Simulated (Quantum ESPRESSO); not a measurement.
Runs of Quantum ESPRESSO 7.5 on BaTiO3. The structure is cubic, space group Pm-3m (No. 221). Conventional cell: a = 4.006 Å, b = 4.006 Å, c = 4.006 Å, α = 90.00°, β = 90.00°, γ = 90.00°. Ba (site symmetry m-3m) is surrounded by 12 O at 2.83 Å. Ti (site symmetry m-3m) has 6 O at 2.00 Å as nearest neighbours. O (site symmetry 4/mmm) has 2 Ti at 2.00 Å as nearest neighbours. 

| level | potentials or basis | form of the LDA correlation | pressure (GPa) |
| --- | --- | --- | --- |
| PBEsol | PseudoDojo 0.4.1 SR PBEsol standard | - | -4.3 |
| LDA | PseudoDojo 0.4.1 SR LDA standard | PW92 | -9.0 |
| WC | PseudoDojo 0.4.1 SR PBE standard | - | -3.8 |
| BLYP | PseudoDojo 0.4.1 SR PBE standard | - | (a) |

Alike in all rows: task dielectric tensor; no spin polarisation; cell as given; k mesh 6 × 6 × 6, shifted; cutoff (eV) 1143; smearing fermi-dirac 0.05 eV.

**Question.** Estimate the missing entries.

**Answer.** (a) 8.0.

Caveats: this release of the barium file is off; the cell is more than 3 GPa from zero pressure, which shifts response properties; the potentials were made for another functional, which shifts forces and pressure (some runs).

Runs at the PBE level aren't shown here.
